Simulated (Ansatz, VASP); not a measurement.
**Two plane-wave programs on Bi**

```xyz
2
Lattice="3.5157 -3.1408 -0.1416 3.5157 3.1408 -0.1416 -1.3964 0.0000 2.9886" Properties=species:S:1:pos:R:3 pbc="T T T"
Bi    1.5895    0.0000    0.2869
Bi    4.0455    0.0000    2.4184
```

This isn't the form of Bi at room conditions, which is rhombohedral.

Alike in both runs: functional PBEsol; k mesh 10 × 10 × 14; occupations gaussian, width 0.1 eV; no spin polarisation.

Ansatz relaxed the structure, and its values are those at the end. VASP's run is a single point on that final structure, the one shown.

```csv
,VASP,Ansatz
version,VASP 6.6.1,Ansatz 0.2.0
potentials or method,"VASP PAW PBE potentials, release 64 (Bi_d)","scalar-relativistic, plane waves, PAW"
plane-wave cutoff (eV),520,420
valence electrons in the cell,30,30
```

Ansatz gave:

```
gap on the k mesh at the Fermi level (eV) : none
pressure (GPa)                            : 0.0
```

**Question.** Estimate VASP's values.

**Answer.** gap on the k mesh at the Fermi level (eV): none; pressure (GPa): -0.1.

A gap of «none» marks a metal or a gap that the smearing closes.

Caveats: the PAW data sets were made with another functional, which shifts forces and pressure a little (VASP); spin-orbit coupling is left out, which moves the levels of the heavy elements.
